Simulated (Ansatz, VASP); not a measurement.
## Se in VASP and in Ansatz

```
CELL_PARAMETERS angstrom
4.35517 0.00000 0.00000
-2.17758 3.77169 0.00000
0.00000 0.00000 4.99894
ATOMIC_POSITIONS crystal
Se 0.21700 0.00000 0.16667
Se 0.00000 0.21700 0.83333
Se 0.78300 0.78300 0.50000
```

Change from the starting cell: zz strain of +1 %.

Alike in both runs: task single point; functional PBE; k mesh 8 × 8 × 6; occupations fermi-dirac, width 0.03 eV; no spin polarisation.

```csv
,VASP,Ansatz
version,VASP 6.6.1,Ansatz 0.2.0
potentials or method,"VASP PAW PBE potentials, release 64 (Se), cutoff 520 eV","all-electron LAPW, scalar-relativistic"
```

|  | VASP | Ansatz | Ansatz less VASP |
| --- | --- | --- | --- |
| pressure (GPa) | 4.7 | 4.6 | -0.17 |
| largest component of the traceless stress (GPa) | 1.36 | 1.28 | -0.079 |
| rms of the force components (eV/Å) | 0.597 | 0.570 | -0.0272 |

Atom by atom the forces differ by 0.027 eV/Å (rms over components). Ansatz ran all-electron here, so the differences hold the error of VASP's frozen core and of both bases.

Caveats: forces of over 1 eV/Å show positions far from the minimum, so gaps and moduli don't describe the material at rest. A k mesh can miss the band edges.
